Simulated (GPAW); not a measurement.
**Equation of state of CdTe under BP86+D4**

Symmetry: F-43m, No. 216, cubic system. The conventional cell has a = 6.410 Å, b = 6.410 Å, c = 6.410 Å, α = 90.00°, β = 90.00°, γ = 90.00°. Te (site symmetry -43m) has 4 Cd at 2.78 Å as nearest neighbours. Around Cd (site symmetry -43m) lie 4 Te at 2.78 Å.

The cell was scaled at fixed shape and fractions and run with GPAW, PAW data sets generated for this functional, cutoff 600 eV; BP86+D4, k mesh 6 × 6 × 6 on the cell of 2 atoms, fermi-dirac occupations of 0.05 eV, no spin polarisation, no spin-orbit coupling. Energies are those that the program minimises, any entropy of the smearing included.

```tsv
V (Å³/atom)	energy over the lowest row (meV/atom)
30.9465	25.17
31.6050	12.06
32.2634	?
32.9218	0.00
33.5803	0.06
34.2387	3.57
34.8972	10.17
```

Task: Fit the third-order Birch-Murnaghan form, give V0, B0 and B′, and predict the energy left open.

Result: With y = (V0/V)^(2/3), E = E0 + (9 V0 B0/16) [(y - 1)³ B′ + (y - 1)² (6 - 4y)]. Least squares through the rows shown give V0 = 33.2392 Å³/atom, E0 = -0.43 meV, B0 = 45.14 GPa (1 eV/Å³ = 160.218 GPa) and B′ = 4.83, with a largest miss of 0.01 meV. At V = 32.2634 the form with these constants gives 3.85 meV; the run gave 3.85 meV an atom. Measured volume: 34.11 Å³/atom (arxiv:cond-mat/0608141), so the fit lies -2.6 % from it. Measured modulus: 42 GPa (arxiv:2306.14539), so the fit lies +7.5 % from it. The runs are for a static lattice.

The fit places equilibrium slightly above the tabulated cell volume, and it reproduces the omitted energy. That confirms a smooth curve, not the accuracy of the functional. The modest stiffness suits long, polar Cd-Te bonds in an open tetrahedral network. Compression costs more than equal expansion because overlap repulsion rises faster than the bonding attraction weakens, hence the positive B′.

Against measurement the crystal is too small and too stiff, two errors that belong together, since shorter bonds generally resist compression more. Gradient-corrected functionals without dispersion usually err the other way for such heavy-element semiconductors. The added attraction between the polarisable Cd and Te atoms therefore probably overcorrects, though the data cannot separate it from the underlying functional's description of the bond. Thermal expansion and zero-point motion would enlarge and soften the lattice, so part of both deviations need not be an electronic-structure error. The curve covers only the zinc-blende phase and says nothing about when pressure would favour a denser structure.
